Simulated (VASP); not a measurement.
# ZnSe (Stilleite) (F-43m) in VASP: a series of runs

Runs on ZnSe (Stilleite). Level: r2SCAN. Tasks: relaxation of cell and atoms, relaxation of the atoms.

All numbers are computed with VASP 6.6.1; they aren't measurements. Logs are shortened: lines on timing, memory, paths and dates and some standing lists are left out, and cuts for length are marked.

## (1) The structure

It takes space group F-43m (No. 216, cubic). Conventional cell: a = 5.668 Å, b = 5.668 Å, c = 5.668 Å, α = 90.00°, β = 90.00°, γ = 90.00°. Zn (site symmetry -43m) has 4 Se at 2.45 Å as nearest neighbours. Around Se (site symmetry -43m) lie 4 Zn at 2.45 Å.

## (2) Relaxation of cell and atoms, r2SCAN

INCAR reads:

```
PREC = Accurate
ENCUT = 600
EDIFF = 1E-7
ISMEAR = 0
SIGMA = 0.03
LREAL = False
LASPH = True
NELM = 80
ALGO = Normal
ISIF = 3
LWAVE = False
LCHARG = False
METAGGA = R2SCAN
LMIXTAU = True
IBRION = 2
NSW = 90
EDIFFG = -0.005
```

KPOINTS reads:

```
regular mesh
0
Gamma
  8 8 8
```

POSCAR reads:

```
ZnSe                                    
1.0
    0.0000000000      2.8338000000      2.8338000000
    2.8338000000      0.0000000000      2.8338000000
    2.8338000000      2.8338000000      0.0000000000
  Zn              Se            
     1     1
Direct
     0.0000000000000000    0.0000000000000000    0.0000000000000000
     0.2500000000000000    0.2500000000000000    0.2500000000000000
```

Potentials or basis: VASP PAW PBE potentials, release 64 (Zn, Se).

Launch:

```
$ cat potpaw_PBE.64/Zn/POTCAR potpaw_PBE.64/Se/POTCAR > POTCAR
$ mpirun -np 1 vasp_std > vasp.out
```

OUTCAR:

```text
PREC = Accurate
   ENCUT = 600
   EDIFF = 1E-7
   ISMEAR = 0
   LREAL = False
   LASPH = True
   NELM = 80
   ISIF = 3
   METAGGA = R2SCAN
   IBRION = 2
   NSW = 90
   EDIFFG = -0.005

 ion  position               nearest neighbor table
   1  0.000  0.000  0.000-   2 2.45   2 2.45   2 2.45   2 2.45
   2  0.250  0.250  0.250-   1 2.45   1 2.45   1 2.45   1 2.45

  LATTYP: Found a face centered cubic cell.
 ALAT       =     5.6676000000

  Lattice vectors:

 A1 = (   0.0000000000,   2.8338000000,   2.8338000000)
 A2 = (   2.8338000000,   0.0000000000,   2.8338000000)
 A3 = (   2.8338000000,   2.8338000000,   0.0000000000)

Analysis of symmetry for initial positions (statically):
=====================================================================
 Subroutine PRICEL returns:
 Original cell was already a primitive cell.

 Routine SETGRP: Setting up the symmetry group for a
 face centered cubic supercell.

 Subroutine GETGRP returns: Found 24 space group operations
 (whereof 24 operations were pure point group operations)
 out of a pool of 48 trial point group operations.

The static configuration has the point symmetry T_d .

Analysis of symmetry for dynamics (positions and initial velocities):
=====================================================================
 Subroutine PRICEL returns:
 Original cell was already a primitive cell.

 Routine SETGRP: Setting up the symmetry group for a
 face centered cubic supercell.

 Subroutine GETGRP returns: Found 24 space group operations
 (whereof 24 operations were pure point group operations)
 out of a pool of 48 trial point group operations.

The dynamic configuration has the point symmetry T_d .

 Subroutine INISYM returns: Found 24 space group operations
 (whereof 24 operations are pure point group operations),
 and found     1 'primitive' translations

----------------------------------------------------------------------------------------

                                     Primitive cell

  volume of cell :      45.5132

  direct lattice vectors                    reciprocal lattice vectors
     0.000000000  2.833800000  2.833800000    -0.176441527  0.176441527  0.176441527
     2.833800000  0.000000000  2.833800000     0.176441527 -0.176441527  0.176441527
     2.833800000  2.833800000  0.000000000     0.176441527  0.176441527 -0.176441527

  length of vectors
     4.007598393  4.007598393  4.007598393     0.305605690  0.305605690  0.305605690

  position of ions in fractional coordinates (direct lattice)
     0.000000000  0.000000000  0.000000000
     0.250000000  0.250000000  0.250000000
[... 85 lines left out ...]
   POTIM  = 0.5000    time-step for ionic-motion
   TEBEG  =    0.0;   TEEND  =   0.0 temperature during run
   PSTRESS=    0.0 pullay stress
   NELECT =      18.0000    total number of electrons
   NUPDOWN=      -1.0000    fix difference up-down
   EMIN   =  10.00;   EMAX   =-10.00  energy-range for DOS
   EFERMI =   0.00;   METHOD = LEGACY
   ISMEAR =     0;   SIGMA  =   0.03  broadening in eV -4-tet -1-fermi 0-gaus
   EFERMI_NEDOS =   21; number of points for ismear=-14 and -15
   IALGO  =     38    algorithm
   IMIX   =      4    mixing-type and parameters
     AMIX     =   0.40;   BMIX     =  1.00
     AMIX_MAG =   1.60;   BMIX_MAG =  1.00
  volume/ion in A,a.u.               =      22.76       153.57
  Fermi-wavevector in a.u.,A,eV,Ry     =   1.201673  2.270834 19.647073  1.444019
  Thomas-Fermi vector in A             =   2.337476
   LORBIT       =      0    0 simple, 1 ext, 2 COOP (PROOUT), +10 PAW based schemes
   METAGGA = R2SCAN    functional components
   LHFCALC =     F    Hartree Fock is set to
   AEXX    =    0.0000 exact exchange contribution
   IVDW    =     0    specifies the selected vdW correction
   LEPSILON=     F    determine dielectric tensor
   LRPA    =     F    only Hartree local field effects (RPA)
 conjugate gradient relaxation of ions
 non-spin polarized calculation
 Gauss-broadening in eV      SIGMA  =   0.03
  energy-cutoff  :      600.00
  volume of cell :       45.51
 maximum number of plane-waves:      1540
   NGX = 17   NGY = 17   NGZ = 17

 number of electron      17.9999991 magnetization

 Free energy of the ion-electron system (eV)
  ---------------------------------------------------
  ext. energy  EPLUGINS =         0.00000000
  ---------------------------------------------------
  free energy    TOTEN  =       -24.91071795 eV

  energy without entropy =      -24.91071795  energy(sigma->0) =      -24.91071795

 E-fermi :   1.4322     XC(G=0):  -9.9197

 val. band max:        1.2980212977   @ k =   0.0000   0.0000   0.0000
 cond. band min:       3.1653964761   @ k =   0.0000   0.0000   0.0000
 fundamental gap:      1.8673751783
 Fermi energy:         1.4321785858

 k-point     1 :       0.0000    0.0000    0.0000
  band No.  band energies     occupation
      1     -12.4152      2.00000
      2      -5.3970      2.00000
      3      -5.3970      2.00000
      4      -5.3970      2.00000
      5      -4.9892      2.00000
      6      -4.9892      2.00000
      7       1.2980      2.00000
      8       1.2980      2.00000
      9       1.2980      2.00000
     10       3.1654      0.00000
     11       7.6137      0.00000
     12       7.6139      0.00000
     13       7.6139      0.00000
[... 354 lines left out ...]
  band No.  band energies     occupation
      1     -11.4641      2.00000
      2      -5.2818      2.00000
      3      -5.2455      2.00000
      4      -5.0240      2.00000
      5      -4.9832      2.00000
      6      -4.7834      2.00000
      7      -3.6492      2.00000
      8      -1.1305      2.00000
      9      -0.1895      2.00000
     10       6.0284      0.00000
     11       7.2618      0.00000
     12       9.2582      0.00000
     13      10.5339      0.00000

 [... further k-points ...]
[... 5 lines left out ...]
  --------------------------------------------------------------------------------------
  -------------------------------------------------------------------------------------
  Total       -0.0053131     -0.0053131     -0.0053131      0.0000000      0.0000000     -0.0000000
  in kB       -0.1870355     -0.1870355     -0.1870355      0.0000000      0.0000000     -0.0000000
  external PRESSURE =      -0.1870355 kB  Pullay stress =       0.0000000 kB

 VOLUME and BASIS-vectors are now :
 -----------------------------------------------------------------------------
  energy-cutoff  :      600.00
  volume of cell :       45.51
      direct lattice vectors                 reciprocal lattice vectors
     0.000000000  2.833800000  2.833800000    -0.176441527  0.176441527  0.176441527
     2.833800000  0.000000000  2.833800000     0.176441527 -0.176441527  0.176441527
     2.833800000  2.833800000  0.000000000     0.176441527  0.176441527 -0.176441527

 POSITION                                       TOTAL-FORCE (eV/Angst)
 -----------------------------------------------------------------------------------
      0.00000      0.00000      0.00000        -0.000000     -0.000000     -0.000000
      1.41690      1.41690      1.41690         0.000000      0.000000      0.000000
 -----------------------------------------------------------------------------------
    total drift:                                0.000026      0.000026      0.000026

  FREE ENERGIE OF THE ION-ELECTRON SYSTEM (eV)
  ---------------------------------------------------
  free  energy   TOTEN  =       -24.9107179527 eV

  energy  without entropy=      -24.9107179527  energy(sigma->0) =      -24.91071795

 reached required accuracy - stopping structural energy minimisation
```

OSZICAR:

```text
N       E                     dE             d eps       ncg     rms          rms(c)
DAV:   1     0.729592092851E+02    0.72959E+02   -0.10078E+04   754   0.180E+03
DAV:   2    -0.211332528009E+02   -0.94092E+02   -0.89910E+02   794   0.300E+02
DAV:   3    -0.276246907589E+02   -0.64914E+01   -0.64613E+01   944   0.767E+01
DAV:   4    -0.276901756062E+02   -0.65485E-01   -0.65463E-01   804   0.820E+00
[... 10 lines left out ...]
DAV:  15    -0.249107156843E+02   -0.36924E-05   -0.62346E-06  1012   0.561E-02    0.368E-03
DAV:  16    -0.249107180784E+02   -0.23940E-05   -0.14424E-06   784   0.217E-02    0.255E-03
DAV:  17    -0.249107182637E+02   -0.18535E-06   -0.42797E-07   809   0.114E-02    0.917E-04
DAV:  18    -0.249107179806E+02    0.28306E-06   -0.10575E-07   542   0.727E-03    0.284E-04
DAV:  19    -0.249107179527E+02    0.27965E-07   -0.28828E-08   407   0.177E-03
   1 F= -.24910718E+02 E0= -.24910718E+02  d E =-.249107E+02
```

CONTCAR:

```text
ZnSe
   1.00000000000000
     0.0000000000000000    2.8338000000000001    2.8338000000000001
     2.8338000000000001    0.0000000000000000    2.8338000000000001
     2.8338000000000001    2.8338000000000001    0.0000000000000000
  Zn              Se
     1     1
Direct
     0.0000000000000000    0.0000000000000000    0.0000000000000000
     0.2500000000000000    0.2500000000000000    0.2500000000000000

  0.00000000E+00  0.00000000E+00  0.00000000E+00
  0.00000000E+00  0.00000000E+00  0.00000000E+00
```

It took 33 s on 1 thread of Intel Xeon 6975P-C (Granite Rapids), shared host; peak memory 0.19 GiB.

What came out:

| Property | Result |
| --- | --- |
| Free energy | -24.9107 eV |
| Pressure after relaxing | 0.0 GPa |
| Band gap on the k mesh | 1.87 eV, direct |

Final structure:
```
Zn Se
1.0
     0.00000    2.83380    2.83380
     2.83380    0.00000    2.83380
     2.83380    2.83380    0.00000
Zn Se
1 1
Direct
  0.00000 0.00000 0.00000
  0.25000 0.25000 0.25000
```

Levels at points of the mesh, in eV from the valence-band top:
```
           k point  band 6  band 7  band 8  band 9  band 10  band 11  band 12  band 13
(0.00, 0.00, 0.00)   -6.29    0.00    0.00    0.00     1.87     6.32     6.32     6.32
(0.50, 0.00, 0.00)   -6.13   -5.30   -0.88   -0.88     3.05     6.87     6.87     9.07
(0.50, 0.50, 0.00)   -6.11   -4.79   -2.23   -2.23     3.34     3.87    11.51    12.07
```

Caveat: the relaxation stopped at its first step, so nothing moved; the PAW data sets were made with another functional, which shifts forces and pressure a little.

## (3) Relaxation of the atoms, r2SCAN (a relaxed cell with its volume scaled by 0.94)

INCAR, as its differences from that of step 2:

```diff
@@ -9,3 +9,3 @@
 ALGO = Normal
-ISIF = 3
+ISIF = 2
 LWAVE = False
@@ -15,3 +15,3 @@
 IBRION = 2
-NSW = 90
-EDIFFG = -0.005
+NSW = 40
+EDIFFG = -0.01
```

KPOINTS is that of step 2.

POSCAR reads:

```
ZnSe                                    
1.0
    0.0000000000      2.7759511149      2.7759511149
    2.7759511149      0.0000000000      2.7759511149
    2.7759511149      2.7759511149      0.0000000000
  Zn              Se            
     1     1
Direct
     0.0000000000000000    0.0000000000000000    0.0000000000000000
     0.2500000000000000    0.2500000000000000    0.2500000000000000
```

Potentials or basis: VASP PAW PBE potentials, release 64 (Zn, Se).

Launch:

```
$ cat potpaw_PBE.64/Zn/POTCAR potpaw_PBE.64/Se/POTCAR > POTCAR
$ mpirun -np 1 vasp_std > vasp.out
```

It took 34 s on 1 thread of Intel Xeon 6975P-C (Granite Rapids), shared host; peak memory 0.2 GiB.

The run converged. Its results:

| Item | Value |
| --- | --- |
| Free energy | -24.8736 eV |
| Pressure after relaxing | 4.6 GPa |
| Band gap on the k mesh | 2.14 eV, direct |

Final structure:
```
CELL_PARAMETERS angstrom
0.00000 2.77595 2.77595
2.77595 0.00000 2.77595
2.77595 2.77595 0.00000
ATOMIC_POSITIONS crystal
Zn 0.00000 0.00000 0.00000
Se 0.25000 0.25000 0.25000
```

Levels at points of the mesh, in eV from the valence-band top:
```
           k point  band 5  band 6  band 7  band 8  band 9  band 10  band 11  band 12  band 13
(0.00, 0.00, 0.00)   -6.47   -6.47    0.00    0.00    0.00     2.14     6.28     6.28     6.28
(0.50, 0.00, 0.00)   -6.45   -6.29   -5.73   -0.98   -0.98     3.17     6.84     6.84     9.24
(0.50, 0.50, 0.00)   -6.41   -6.26   -5.07   -2.47   -2.47     3.19     3.86    12.02    12.52
```

Caveat: the relaxation stopped at its first step, so nothing moved; the PAW data sets were made with another functional, which shifts forces and pressure a little.
